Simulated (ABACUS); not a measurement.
V:

```
CELL_PARAMETERS angstrom
-1.51435 1.51435 1.51435
1.51435 -1.51435 1.51435
1.51435 1.51435 -1.51435
ATOMIC_POSITIONS crystal
V 0.00000 0.00000 0.00000
```

Program: ABACUS 3.10.1. Alike in all runs: task single point; spin collinear, ferromagnetic start; cell as given; smearing fermi-dirac 0.05 eV.

Task: Order these runs on this cell by their pressure, lowest first.
A. level rSCAN; potentials or basis SG15 ONCV 1.2 PBE, plane waves; k mesh 8 × 8 × 8; cutoff (eV) 1320; radial cutoff of the potentials (pseudo_rcut) 10 bohr; mesh quality coarse
B. level PBEsol; potentials or basis PseudoDojo NC SR 0.4.1 PBEsol standard, plane waves; k mesh 10 × 10 × 10; cutoff (eV) 1143; radial cutoff of the potentials (pseudo_rcut) 7 bohr; mesh quality not flagged
C. level PW91; potentials or basis SG15 ONCV 1.2 PBE, plane waves; k mesh 10 × 10 × 10; cutoff (eV) 1143; radial cutoff of the potentials (pseudo_rcut) 10 bohr; mesh quality not flagged
D. level LDA-PW92; potentials or basis GBRV ultrasoft 1.5 LDA, plane waves; k mesh 10 × 10 × 10; cutoff (eV) 544; radial cutoff of the potentials (pseudo_rcut) 10 bohr; mesh quality not flagged
E. level r2SCAN; potentials or basis SG15 ONCV 1.2 PBE, plane waves; k mesh 8 × 8 × 8; cutoff (eV) 1320; radial cutoff of the potentials (pseudo_rcut) 10 bohr; mesh quality coarse

Result: D (-17.1 GPa), B (-11.3 GPa), A (-9.7 GPa), E (-6.9 GPa), C (-5.1 GPa).

Caveats: some runs use coarse meshes; the potentials were made for another functional, which shifts forces and pressure (some runs); so large a pressure means that the cell lies far from this level's equilibrium, or that cutoff or potentials fall short (some runs).

Not every run made on this cell is shown here.
